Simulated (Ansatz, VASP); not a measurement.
# Al in VASP and in Ansatz

```
CELL_PARAMETERS angstrom
-1.59122 1.59122 1.59122
1.59122 -1.59122 1.59122
1.59122 1.59122 -1.59122
ATOMIC_POSITIONS crystal
Al 0.00000 0.00000 0.00000
```

This isn't the form of Al at room conditions, which is fcc.

Alike in both runs: functional BLYP; k mesh 12 × 12 × 12; occupations fermi-dirac, width 0.05 eV; no spin polarisation.

|  | VASP | Ansatz |
| --- | --- | --- |
| version | VASP 6.6.1 | Ansatz 0.2.0 |
| potentials or method | VASP PAW PBE potentials, release 64 (Al) | Ansatz PAW |
| plane-wave cutoff (eV) | 520 | 420 |
| valence electrons in the cell | 3 | 3 |
| task | single point | band structure |

|  | VASP | Ansatz | Ansatz less VASP |
| --- | --- | --- | --- |
| gap on the k mesh at the Fermi level (eV) | none | none | - |
| pressure (GPa) | 7.8 | 7.6 | -0.16 |

A gap of «none» marks a metal or a gap that the smearing closes. The functional is the same, so the differences come from potentials, cutoffs and numerics.

Caveats: the PAW data sets were made with another functional, which shifts forces and pressure a little (VASP); the PAW data sets come from PBE, with cores solved anew for the run's functional, which leaves a small shift of forces and pressure (Ansatz).
